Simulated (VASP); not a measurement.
# Hf (Fm-3m) in VASP: further runs

The runs below take Hf through single point, relaxation of cell and atoms, with LDA.

All numbers are computed with VASP 6.6.1; they aren't measurements. Logs are shortened: lines on timing, memory, paths and dates and some standing lists are left out, and cuts for length are marked.

## Step 1: Starting point

Symmetry: Fm-3m, No. 225, cubic system. The conventional cell has a = 4.360 Å, b = 4.360 Å, c = 4.360 Å, α = 90.00°, β = 90.00°, γ = 90.00°. Hf (site symmetry m-3m) is surrounded by 12 Hf at 3.08 Å.

This isn't the form of Hf at room conditions, which is hcp.

## Step 2: Single point, LDA

File INCAR:

```
SYSTEM = Hf
  PREC = Accurate
  ENCUT = 520
  EDIFF = 1E-7
  ISMEAR = 0
  SIGMA = 0.1
  LREAL = .False.
  LASPH = .True.
  NELM = 80
  ALGO = Fast
  ISIF = 2
  LWAVE = .False.
  LCHARG = .False.
  GGA = CA
  NBANDS = 11
```

File KPOINTS:

```
Automatic mesh
0
Gamma
  16 16 16
  0 0 0
```

File POSCAR:

```
Hf
1.0
    0.0000000000      2.1799445692      2.1799445692
    2.1799445692      0.0000000000      2.1799445692
    2.1799445692      2.1799445692      0.0000000000
Hf
1
Direct
    0.0000000000      0.0000000000      0.0000000000
```

Potentials or basis: VASP PAW LDA potentials, release 64 (Hf_pv).

The run is started by

```
cat potpaw_LDA.64/Hf_pv/POTCAR > POTCAR
mpirun -np 1 vasp_std > vasp.out
```

OUTCAR:

```text
SYSTEM = Hf
   PREC = Accurate
   ENCUT = 520
   EDIFF = 1E-7
   ISMEAR = 0
   LREAL = .False.
   LASPH = .True.
   NELM = 80
   ISIF = 2
   GGA = CA

 ion  position               nearest neighbor table
   1  0.000  0.000  0.000-

  LATTYP: Found a face centered cubic cell.
 ALAT       =     4.3598891384

  Lattice vectors:

 A1 = (   0.0000000000,   2.1799445692,   2.1799445692)
 A2 = (   2.1799445692,   0.0000000000,   2.1799445692)
 A3 = (   2.1799445692,   2.1799445692,   0.0000000000)

Analysis of symmetry for initial positions (statically):
=====================================================================
 Subroutine PRICEL returns:
 Original cell was already a primitive cell.

 Routine SETGRP: Setting up the symmetry group for a
 face centered cubic supercell.

 Subroutine GETGRP returns: Found 48 space group operations
 (whereof 48 operations were pure point group operations)
 out of a pool of 48 trial point group operations.

The static configuration has the point symmetry O_h .

Analysis of symmetry for dynamics (positions and initial velocities):
=====================================================================
 Subroutine PRICEL returns:
 Original cell was already a primitive cell.

 Routine SETGRP: Setting up the symmetry group for a
 face centered cubic supercell.

 Subroutine GETGRP returns: Found 48 space group operations
 (whereof 48 operations were pure point group operations)
 out of a pool of 48 trial point group operations.

The dynamic configuration has the point symmetry O_h .

 Subroutine INISYM returns: Found 48 space group operations
 (whereof 48 operations are pure point group operations),
 and found     1 'primitive' translations

----------------------------------------------------------------------------------------

                                     Primitive cell

  volume of cell :      20.7189

  direct lattice vectors                    reciprocal lattice vectors
     0.000000000  2.179944569  2.179944569    -0.229363630  0.229363630  0.229363630
     2.179944569  0.000000000  2.179944569     0.229363630 -0.229363630  0.229363630
     2.179944569  2.179944569  0.000000000     0.229363630  0.229363630 -0.229363630

  length of vectors
     3.082907175  3.082907175  3.082907175     0.397269461  0.397269461  0.397269461

  position of ions in fractional coordinates (direct lattice)
     0.000000000  0.000000000  0.000000000

  ion indices of the primitive-cell ions
   primitive index   ion index
                 1           1

[... 81 lines left out ...]
   PSTRESS=    0.0 pullay stress
   NELECT =      10.0000    total number of electrons
   NUPDOWN=      -1.0000    fix difference up-down
   EMIN   =  10.00;   EMAX   =-10.00  energy-range for DOS
   EFERMI =   0.00;   METHOD = LEGACY
   ISMEAR =     0;   SIGMA  =   0.10  broadening in eV -4-tet -1-fermi 0-gaus
   EFERMI_NEDOS =   21; number of points for ismear=-14 and -15
   IALGO  =     68    algorithm
   IMIX   =      4    mixing-type and parameters
     AMIX     =   0.40;   BMIX     =  1.00
     AMIX_MAG =   1.60;   BMIX_MAG =  1.00
  volume/ion in A,a.u.               =      20.72       139.82
  Fermi-wavevector in a.u.,A,eV,Ry     =   1.284161  2.426712 22.436943  1.649069
  Thomas-Fermi vector in A             =   2.416371
   LORBIT       =      0    0 simple, 1 ext, 2 COOP (PROOUT), +10 PAW based schemes
   GGA     = CA    functional components
   LHFCALC =     F    Hartree Fock is set to
   AEXX    =    0.0000 exact exchange contribution
   IVDW    =     0    specifies the selected vdW correction
   LEPSILON=     F    determine dielectric tensor
   LRPA    =     F    only Hartree local field effects (RPA)
 non-spin polarized calculation
 RMM-DIIS sequential band-by-band and
 Gauss-broadening in eV      SIGMA  =   0.10
  energy-cutoff  :      520.00
  volume of cell :       20.72
 maximum number of plane-waves:       568
   NGX = 11   NGY = 11   NGZ = 11

 number of electron      10.0000001 magnetization

 Free energy of the ion-electron system (eV)
  ---------------------------------------------------
  ext. energy  EPLUGINS =         0.00000000
  ---------------------------------------------------
  free energy    TOTEN  =       -10.63474046 eV

  energy without entropy =      -10.62656474  energy(sigma->0) =      -10.63065260

 E-fermi :   5.1869     XC(G=0): -11.8250

 val. band max:        5.1858167487   @ k =  -0.3125   0.3125   0.1250
 cond. band min:       5.2006764218   @ k =   0.3125   0.0000   0.0000
 fundamental gap:      0.0148596731
 Fermi energy:         5.1869108800

 k-point     1 :       0.0000    0.0000    0.0000
  band No.  band energies     occupation
      1     -24.4111      2.00000
      2     -24.4111      2.00000
      3     -24.4111      2.00000
      4      -2.2282      2.00000
      5       6.5263      0.00000
      6       6.5263      0.00000
      7       6.5263      0.00000
      8       9.5635      0.00000
      9       9.5635      0.00000
     10      16.8467      0.00000
     11      17.5430      0.00000
[... 309 lines left out ...]
 k-point    24 :      -0.0625    0.0625    0.0000
  band No.  band energies     occupation
      1     -24.5172      2.00000
      2     -24.4415      2.00000
      3     -24.4182      2.00000
      4      -1.8308      2.00000
      5       6.1378      0.00000
      6       6.7077      0.00000
      7       6.7308      0.00000
      8       9.1801      0.00000
      9       9.5485      0.00000
     10      17.5424      0.00000
     11      17.7035      0.00000

 [... further k-points ...]

------------------------ aborting loop because EDIFF is reached ----------------------------------------

  FORCE on cell =-STRESS in cart. coord.  units (eV):
  Direction    XX          YY          ZZ          XY          YZ          ZX
  --------------------------------------------------------------------------------------
  -------------------------------------------------------------------------------------
  Total        0.0041069      0.0041069      0.0041069      0.0000000     -0.0000000      0.0000000
  in kB        0.3175804      0.3175804      0.3175804      0.0000000     -0.0000000      0.0000000
  external PRESSURE =       0.3175804 kB  Pullay stress =       0.0000000 kB

 VOLUME and BASIS-vectors are now :
 -----------------------------------------------------------------------------
  energy-cutoff  :      520.00
  volume of cell :       20.72
      direct lattice vectors                 reciprocal lattice vectors
     0.000000000  2.179944569  2.179944569    -0.229363630  0.229363630  0.229363630
     2.179944569  0.000000000  2.179944569     0.229363630 -0.229363630  0.229363630
     2.179944569  2.179944569  0.000000000     0.229363630  0.229363630 -0.229363630

 POSITION                                       TOTAL-FORCE (eV/Angst)
 -----------------------------------------------------------------------------------
      0.00000      0.00000      0.00000         0.000000     -0.000000     -0.000000
 -----------------------------------------------------------------------------------
    total drift:                                0.000000     -0.000000     -0.000000

  FREE ENERGIE OF THE ION-ELECTRON SYSTEM (eV)
  ---------------------------------------------------
  free  energy   TOTEN  =       -10.6347404621 eV

  energy  without entropy=      -10.6265647405  energy(sigma->0) =      -10.63065260
```

OSZICAR:

```text
N       E                     dE             d eps       ncg     rms          rms(c)
DAV:   1     0.125779096130E+02    0.12578E+02   -0.57390E+03  3214   0.846E+02
DAV:   2    -0.105420899760E+02   -0.23120E+02   -0.22364E+02  4044   0.158E+02
DAV:   3    -0.109593136113E+02   -0.41722E+00   -0.41415E+00  4032   0.146E+01
DAV:   4    -0.109606772555E+02   -0.13636E-02   -0.13635E-02  3699   0.984E-01
DAV:   5    -0.109606831536E+02   -0.58981E-05   -0.58983E-05  3916   0.590E-02    0.474E+01
RMM:   6    -0.107202323584E+02    0.24045E+00   -0.15791E-01  3283   0.257E+00    0.278E+01
RMM:   7    -0.106383645699E+02    0.81868E-01   -0.30370E-01  3525   0.361E+00    0.137E+00
RMM:   8    -0.106346209209E+02    0.37436E-02   -0.19575E-02  3550   0.113E+00    0.172E-01
RMM:   9    -0.106347312617E+02   -0.11034E-03   -0.14783E-03  4099   0.338E-01    0.662E-02
RMM:  10    -0.106347376738E+02   -0.64121E-05   -0.17718E-04  4168   0.115E-01    0.158E-02
RMM:  11    -0.106347398067E+02   -0.21329E-05   -0.36549E-05  4207   0.476E-02    0.120E-02
RMM:  12    -0.106347403757E+02   -0.56906E-06   -0.56301E-06  4264   0.168E-02    0.418E-03
RMM:  13    -0.106347404621E+02   -0.86391E-07   -0.85399E-07  3753   0.667E-03
   1 F= -.10634740E+02 E0= -.10630653E+02  d E =-.817572E-02
```

stdout:

```text
POSCAR found type information on POSCAR Hf
 POSCAR found :  1 types and       1 ions
 scaLAPACK will be used
 LDA part: xc-table for (Slater(with rela. corr.)+CA(PZ))
 , standard interpolation
 POSCAR, INCAR and KPOINTS ok, starting setup
 FFT: planning ... GRIDC
 FFT: planning ... GRID_SOFT
 FFT: planning ... GRID
 WAVECAR not read
 entering main loop
```

Wall time 29 s (1 thread of Intel Xeon Platinum 8375C at 2.90GHz (Ice Lake), shared host); peak memory 0.14 GiB.

Results:

| Property | Result |
| --- | --- |
| Free energy | -10.6347 eV |
| Pressure | 0.0 GPa |
| Band gap on the k mesh | none (metal or under the smearing width) |

## Step 3: Relaxation of cell and atoms, LDA

This run uses another cell than the first one, of 21.88 Å³/atom, 1.056 times its volume.

File INCAR:

```
PREC = Accurate
ENCUT = 600
EDIFF = 1E-7
ISMEAR = 0
SIGMA = 0.1
LREAL = False
LASPH = True
NELM = 60
ALGO = Fast
ISIF = 3
LWAVE = False
LCHARG = False
GGA = CA
IBRION = 2
NSW = 100
EDIFFG = -0.005
```

File KPOINTS:

```
regular mesh
0
Gamma
  16 16 16
```

File POSCAR:

```
Hf
1.0
    0.0000000000      2.2200000000      2.2200000000
    2.2200000000      0.0000000000      2.2200000000
    2.2200000000      2.2200000000      0.0000000000
Hf
1
Direct
    0.0000000000      0.0000000000      0.0000000000
```

Potentials or basis: VASP PAW LDA potentials, release 64 (Hf_pv).

The run is started by

```
cat potpaw_LDA.64/Hf_pv/POTCAR > POTCAR
mpirun -np 1 vasp_std > vasp.out
```

Run time: 3.4 min. Hardware: 1 thread of Intel Xeon Platinum 8375C at 2.90GHz (Ice Lake), shared host; peak memory 0.19 GiB.

Results (log left out):

| Property | Result |
| --- | --- |
| Free energy | -10.6349 eV |
| Relaxed volume | 20.74 Å³/atom |
| Relaxed cell | a = 3.084 Å, b = 3.084 Å, c = 3.084 Å, α = 60.00°, β = 60.00°, γ = 60.00° |
| Space group after relaxing (to 0.05 Å) | Fm-3m (No. 225) |
| Energy gained by relaxing | 21.6 meV/atom |
| Ionic steps | 3 |
| Pressure after relaxing | 0.0 GPa |
| Band gap on the k mesh | none (metal or under the smearing width) |

The path:
```tsv
step	energy change (eV)	largest force (eV/Å)	pressure (GPa)	volume (Å³)
1	0.0000	0.0000	-5.76	21.88
2	0.0081	0.0000	7.96	19.48
3	-0.0216	0.0000	-0.02	20.74
```

Final structure:
```yaml
crystal:
  lattice:
    - [0.00000, 2.18082, 2.18082]
    - [2.18082, 0.00000, 2.18082]
    - [2.18082, 2.18082, 0.00000]
  atoms:
    - { symbol: Hf, position: [0.00000, 0.00000, 0.00000] }
```

Levels at points of the mesh, in eV from the Fermi level:
```tsv
k point	band 3	band 4	band 5	band 6	band 7	band 8
(0.00, 0.00, 0.00)	-29.60	-7.41	1.34	1.34	1.34	4.37
(0.50, 0.00, 0.00)	-29.74	-3.87	0.99	1.08	1.08	6.74
(0.50, 0.50, 0.00)	-29.98	-3.60	-2.46	3.08	6.74	7.45
```

The run has no spin-orbit coupling, so splittings on Hf are missing. Zero-point motion and thermal expansion aren't in these numbers.

## Step 4: Single point, LDA (the clean substrate in the cell of the map)

File INCAR:

```
PREC = Accurate
ENCUT = 520
EDIFF = 1E-6
ISMEAR = 0
SIGMA = 0.1
LREAL = False
LASPH = True
NELM = 80
ALGO = Normal
ISIF = 2
LWAVE = False
LCHARG = True
LDIPOL = True
IDIPOL = 3
DIPOL = 0.5 0.5 0.287
LELF = True
LVHAR = True
LVACPOTAV = True
NBANDS = 22
```

File KPOINTS:

```
Automatic mesh
0
Gamma
  9 9 1
```

File POSCAR:

```
Hf
1.0
    3.0829071749      0.0000000000      0.0000000000
    0.0000000000      3.0829071749      0.0000000000
    0.0000000000      0.0000000000     21.0927836031
Hf
3
Direct
    0.5000000000      0.5000000000      0.1896383178
    0.0000000000      0.0000000000      0.2867330108
    0.5000000000      0.5000000000      0.3836754672
```

The run is started by

```
cat potpaw_LDA.64/Hf_pv/POTCAR > POTCAR
mpirun -np 1 vasp_std > vasp.out
```

Run time: 3 min. Hardware: 1 thread of Intel Xeon Platinum 8375C at 2.90GHz (Ice Lake), shared host; peak memory 0.25 GiB.

The run converged. Its results:

| Quantity | Value |
| --- | --- |
| Free energy | -29.7862 eV |
| Largest force | 0.024 eV/Å |
| Band gap on the k mesh | none (metal or under the smearing width) |
| Work function of the upper face | 4.28 eV |
| Work function of the lower face | 4.28 eV |

Forces on the atoms (eV/Å):
```
Hf   0.000  0.000  0.024
Hf   0.000  0.000 -0.015
Hf   0.000  0.000 -0.008
```

Levels at points of the mesh, in eV from the Fermi level:
```csv
k point,band 11,band 12,band 13,band 14,band 15,band 16,band 17,band 18,band 19,band 20
"(0.00, 0.00, 0.00)",-4.61,-3.51,-2.31,-1.01,-0.12,0.13,0.94,1.73,1.73,2.83
```

The run has no spin-orbit coupling, so splittings on Hf are missing.

## Step 5: The runs side by side

```csv
task,cell,k mesh,cutoff (eV),dipole correction,gap on the mesh (eV),pressure (GPa)
single point,"Fm-3m, 20.72 Å³/atom",16 × 16 × 16,520,no,none,0.0
relaxation of cell and atoms,relaxed,16 × 16 × 16,600,no,none,0.0
single point,the clean substrate in the cell of the map,9 × 9 × 1,520,yes,none,-
```

Alike in all rows: level LDA; potentials or basis VASP PAW LDA potentials, release 64 (Hf_pv); no spin polarisation; smearing gaussian 0.1 eV.

Total energies depend on the potentials used, so only differences within one code and one set of settings carry meaning.
